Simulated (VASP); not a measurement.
# CdTe (F-43m) in VASP: further runs

Runs on CdTe. Level: PBE. Tasks: single point, relaxation of cell and atoms.

Program: VASP 6.6.1. These are calculated values, not measurements. Logs are shortened: lines on timing, memory, paths and dates and some standing lists are left out, and cuts for length are marked.

**The experiment to reproduce.**

A printed reference work, data compilation reports, for a bulk crystal of CdTe at 0 K: band gap 1.607 eV.

The runs below are set against these values where they give the same quantity.

## Step 1: The cell of the first run

The structure is cubic, space group F-43m (No. 216). Conventional cell: a = 6.616 Å, b = 6.616 Å, c = 6.616 Å, α = 90.00°, β = 90.00°, γ = 90.00°. Within 3.8 Å of Cd (site symmetry -43m) lie 4 Te at 2.86 Å. Te (site symmetry -43m) has 4 Cd at 2.86 Å within 3.8 Å.

## Step 2: Single point, PBE

Contents of INCAR:

```
SYSTEM = CdTe
ALGO = Normal ; EDIFF = 1E-6
ENCUT = 520 ; GGA = PE
ISIF = 2 ; ISMEAR = 0
LASPH = .True. ; LCHARG = .True.
LELF = .True. ; LREAL = .False.
LVHAR = .True. ; LWAVE = .False.
NBANDS = 16 ; NELM = 80
PREC = Accurate ; SIGMA = 0.01
```

Contents of KPOINTS:

```
k-points
0
Gamma
  6 6 6
  0 0 0
```

Contents of POSCAR:

```
CdTe
1.0
    0.0000000000      3.3081188099      3.3081188099
    3.3081188099      0.0000000000      3.3081188099
    3.3081188099      3.3081188099      0.0000000000
Cd Te
1 1
Direct
    0.0000000000      0.0000000000      0.0000000000
    0.2500000000      0.2500000000      0.2500000000
```

Potentials or basis: VASP PAW PBE potentials, release 64 (Cd, Te).

Run with:

```
> cat potpaw_PBE.64/Cd/POTCAR potpaw_PBE.64/Te/POTCAR > POTCAR
> mpirun -np 1 vasp_std > vasp.out
```

OUTCAR:

```text
SYSTEM = CdTe
   EDIFF = 1E-6
   ENCUT = 520
   GGA = PE
   ISIF = 2
   ISMEAR = 0
   LASPH = .True.
   LREAL = .False.
   NELM = 80
   PREC = Accurate

 ion  position               nearest neighbor table
   1  0.000  0.000  0.000-   2 2.86   2 2.86   2 2.86   2 2.86
   2  0.250  0.250  0.250-   1 2.86   1 2.86   1 2.86   1 2.86

  LATTYP: Found a face centered cubic cell.
 ALAT       =     6.6162376198

  Lattice vectors:

 A1 = (   0.0000000000,   3.3081188099,   3.3081188099)
 A2 = (   3.3081188099,   0.0000000000,   3.3081188099)
 A3 = (   3.3081188099,   3.3081188099,   0.0000000000)

Analysis of symmetry for initial positions (statically):
=====================================================================
 Subroutine PRICEL returns:
 Original cell was already a primitive cell.

 Routine SETGRP: Setting up the symmetry group for a
 face centered cubic supercell.

 Subroutine GETGRP returns: Found 24 space group operations
 (whereof 24 operations were pure point group operations)
 out of a pool of 48 trial point group operations.

The static configuration has the point symmetry T_d .

Analysis of symmetry for dynamics (positions and initial velocities):
=====================================================================
 Subroutine PRICEL returns:
 Original cell was already a primitive cell.

 Routine SETGRP: Setting up the symmetry group for a
 face centered cubic supercell.

 Subroutine GETGRP returns: Found 24 space group operations
 (whereof 24 operations were pure point group operations)
 out of a pool of 48 trial point group operations.

The dynamic configuration has the point symmetry T_d .

 Subroutine INISYM returns: Found 24 space group operations
 (whereof 24 operations are pure point group operations),
 and found     1 'primitive' translations

----------------------------------------------------------------------------------------

                                     Primitive cell

  volume of cell :      72.4058

  direct lattice vectors                    reciprocal lattice vectors
     0.000000000  3.308118810  3.308118810    -0.151143302  0.151143302  0.151143302
     3.308118810  0.000000000  3.308118810     0.151143302 -0.151143302  0.151143302
     3.308118810  3.308118810  0.000000000     0.151143302  0.151143302 -0.151143302

  length of vectors
     4.678386487  4.678386487  4.678386487     0.261787878  0.261787878  0.261787878

[... 70 lines left out ...]
   NELM   =     80;   NELMIN=  2; NELMDL= -5     # of ELM steps
   EDIFF  = 0.1E-05   stopping-criterion for ELM
   LREAL  =      F    real-space projection
   EDIFFG = 0.1E-04   stopping-criterion for IOM
   NSW    =      0    number of steps for IOM
   IBRION =     -1    ionic relax: 0-MD 1-quasi-New 2-CG
   NFREE  =      0    steps in history (QN), initial steepest desc. (CG)
   ISIF   =      2    stress and relaxation
   ISYM   =      2    0-nonsym 1-usesym 2-fastsym
   POTIM  = 0.5000    time-step for ionic-motion
   TEBEG  =    0.0;   TEEND  =   0.0 temperature during run
   PSTRESS=    0.0 pullay stress
   NELECT =      18.0000    total number of electrons
   NUPDOWN=      -1.0000    fix difference up-down
   EMIN   =  10.00;   EMAX   =-10.00  energy-range for DOS
   EFERMI =   0.00;   METHOD = LEGACY
   ISMEAR =     0;   SIGMA  =   0.01  broadening in eV -4-tet -1-fermi 0-gaus
   EFERMI_NEDOS =   21; number of points for ismear=-14 and -15
   IALGO  =     38    algorithm
   IMIX   =      4    mixing-type and parameters
     AMIX     =   0.40;   BMIX     =  1.00
     AMIX_MAG =   1.60;   BMIX_MAG =  1.00
  volume/ion in A,a.u.               =      36.20       244.31
  Fermi-wavevector in a.u.,A,eV,Ry     =   1.029377  1.945241 14.416972  1.059618
  Thomas-Fermi vector in A             =   2.163422
   LORBIT       =      0    0 simple, 1 ext, 2 COOP (PROOUT), +10 PAW based schemes
   GGA     = PE    functional components
   LHFCALC =     F    Hartree Fock is set to
   AEXX    =    0.0000 exact exchange contribution
   IVDW    =     0    specifies the selected vdW correction
   LEPSILON=     F    determine dielectric tensor
   LRPA    =     F    only Hartree local field effects (RPA)
 non-spin polarized calculation
 Gauss-broadening in eV      SIGMA  =   0.01
  energy-cutoff  :      520.00
  volume of cell :       72.41
 maximum number of plane-waves:      1964
   NGX = 17   NGY = 17   NGZ = 17

 number of electron      18.0000006 magnetization

 Free energy of the ion-electron system (eV)
  ---------------------------------------------------
  ext. energy  EPLUGINS =         0.00000000
  ---------------------------------------------------
  free energy    TOTEN  =        -4.80699198 eV

  energy without entropy =       -4.80699198  energy(sigma->0) =       -4.80699198

 E-fermi :   1.9064     XC(G=0):  -8.3115

 val. band max:        1.8077565515   @ k =   0.0000   0.0000   0.0000
 cond. band min:       2.3913620364   @ k =   0.0000   0.0000   0.0000
 fundamental gap:      0.5836054849
 Fermi energy:         1.9064061866

 k-point     1 :       0.0000    0.0000    0.0000
  band No.  band energies     occupation
      1      -9.0300      2.00000
      2      -6.2884      2.00000
      3      -6.2884      2.00000
      4      -6.2884      2.00000
      5      -6.0713      2.00000
      6      -6.0713      2.00000
[... 281 lines left out ...]
      3      -6.1767      2.00000
      4      -6.1094      2.00000
      5      -6.0598      2.00000
      6      -5.5982      2.00000
[... 8 lines left out ...]
     15      12.6200      0.00000
     16      12.9581      0.00000

------------------------ aborting loop because EDIFF is reached ----------------------------------------

  FORCE on cell =-STRESS in cart. coord.  units (eV):
  Direction    XX          YY          ZZ          XY          YZ          ZX
  --------------------------------------------------------------------------------------
  -------------------------------------------------------------------------------------
  Total        0.0723035      0.0723035      0.0723035      0.0000000      0.0000000      0.0000000
  in kB        1.5999148      1.5999148      1.5999148      0.0000000      0.0000000      0.0000000
  external PRESSURE =       1.5999148 kB  Pullay stress =       0.0000000 kB

 VOLUME and BASIS-vectors are now :
 -----------------------------------------------------------------------------
  energy-cutoff  :      520.00
  volume of cell :       72.41
      direct lattice vectors                 reciprocal lattice vectors
     0.000000000  3.308118810  3.308118810    -0.151143302  0.151143302  0.151143302
     3.308118810  0.000000000  3.308118810     0.151143302 -0.151143302  0.151143302
     3.308118810  3.308118810  0.000000000     0.151143302  0.151143302 -0.151143302

 POSITION                                       TOTAL-FORCE (eV/Angst)
 -----------------------------------------------------------------------------------
      0.00000      0.00000      0.00000         0.000000     -0.000000      0.000000
      1.65406      1.65406      1.65406        -0.000000      0.000000     -0.000000
 -----------------------------------------------------------------------------------
    total drift:                               -0.000000     -0.000000     -0.000001

  FREE ENERGIE OF THE ION-ELECTRON SYSTEM (eV)
  ---------------------------------------------------
  free  energy   TOTEN  =        -4.8069919780 eV

  energy  without entropy=       -4.8069919780  energy(sigma->0) =       -4.80699198
```

It took 12 s on 1 thread of Intel Xeon 6975P-C (Granite Rapids), shared host; peak memory 0.2 GiB.

What came out:

```
Free energy            : -4.8070 eV
Pressure               : 0.2 GPa
Band gap on the k mesh : 0.58 eV, direct
```

Levels at points of the mesh, in eV from the valence-band top:
```csv
k point,band 5,band 6,band 7,band 8,band 9,band 10,band 11,band 12,band 13,band 14
"(0.00, 0.00, 0.00)",-7.88,-7.88,0.00,0.00,0.00,0.58,4.64,4.64,4.64,7.38
"(0.50, 0.00, 0.00)",-7.87,-7.57,-4.09,-0.69,-0.69,1.75,5.21,5.21,7.01,8.44
"(0.50, 0.50, 0.00)",-7.85,-7.45,-4.02,-1.66,-1.66,2.67,2.74,8.52,8.82,8.82
```

Caveat: spin-orbit coupling is left out, which moves the levels of the heavy elements.

## Step 3: Relaxation of cell and atoms, PBE

This run uses another cell than the first one, of 32.92 Å³/atom, 0.909 times its volume.

Contents of INCAR:

```
SYSTEM = CdTe
PREC = Accurate
ENCUT = 600
EDIFF = 1E-6
ISMEAR = 0
SIGMA = 0.01
LREAL = .FALSE.
LASPH = .TRUE.
NELM = 80
ALGO = Normal
ISIF = 3
LWAVE = .FALSE.
LCHARG = .FALSE.
GGA = PE
IBRION = 2
NSW = 80
EDIFFG = -0.01
```

Contents of KPOINTS:

```
regular mesh
0
G
  6 6 6
  0 0 0
```

Contents of POSCAR:

```
CdTe
1.0
    0.0000000000      3.2050000000      3.2050000000
    3.2050000000      0.0000000000      3.2050000000
    3.2050000000      3.2050000000      0.0000000000
Cd Te
1 1
Direct
    0.0000000000      0.0000000000      0.0000000000
    0.2500000000      0.2500000000      0.2500000000
```

Potentials or basis: VASP PAW PBE potentials, release 64 (Cd, Te).

Run with:

```
> cat potpaw_PBE.64/Cd/POTCAR potpaw_PBE.64/Te/POTCAR > POTCAR
> mpirun -np 1 vasp_std > vasp.out
```

Run time: 24 s. Hardware: 1 thread of Intel Xeon 6975P-C (Granite Rapids), shared host; peak memory 0.22 GiB.

It converged, with:

```yaml
Free_energy: -4.8054 eV
Relaxed_volume: 36.31 Å³/atom
Relaxed_cell: a = 4.683 Å, b = 4.683 Å, c = 4.683 Å, α = 60.00°, β = 60.00°, γ = 60.00°
Space_group_after_relaxing_to_0.05_Å: F-43m (No. 216)
Energy_gained_by_relaxing: 42.3 meV/atom
Ionic_steps: 3
Pressure_after_relaxing: 0.0 GPa
Band_gap_on_the_k_mesh: 0.57 eV, direct
```

Step by step:
```csv
step,energy change (eV),largest force (eV/Å),pressure (GPa),volume (Å³)
1,0.0000,0.0000,4.37,65.84
2,-0.0782,0.0000,-0.94,74.78
3,-0.0846,0.0000,0.02,72.63
```

Final structure:
```yaml
crystal:
  lattice:
    - [0.00000, 3.31153, 3.31153]
    - [3.31153, 0.00000, 3.31153]
    - [3.31153, 3.31153, 0.00000]
  atoms:
    - { symbol: Cd, position: [0.00000, 0.00000, 0.00000] }
    - { symbol: Te, position: [0.25000, 0.25000, 0.25000] }
```

Levels at points of the mesh, in eV from the valence-band top:
```
           k point  band 7  band 8  band 9  band 10  band 11  band 12
(0.00, 0.00, 0.00)    0.00    0.00    0.00     0.57     4.64     4.64
(0.50, 0.00, 0.00)   -4.07   -0.68   -0.68     1.75     5.21     5.21
(0.50, 0.50, 0.00)   -4.00   -1.65   -1.65     2.67     2.74     8.50
```

Caveat: spin-orbit coupling is left out, which moves the levels of the heavy elements; the volume moved by +10 % from the deposited cell, more than functionals usually miss. PBE gaps usually lie below the measured ones, often by a third to a half.

## Step 4: How close it comes

Step 2. A measured gap of CdTe is 1.607 eV (0 K; a printed reference work, data compilation); the calculated 0.58 eV misses it by -1.02 eV. So large a miss can be the level of theory's own, or it may mean another phase, state or a wrong row. Spin-orbit coupling on Cd, Te is left out. The value is that of PBE, without temperature or zero-point motion. Semilocal functionals fall short of measured gaps as a rule.
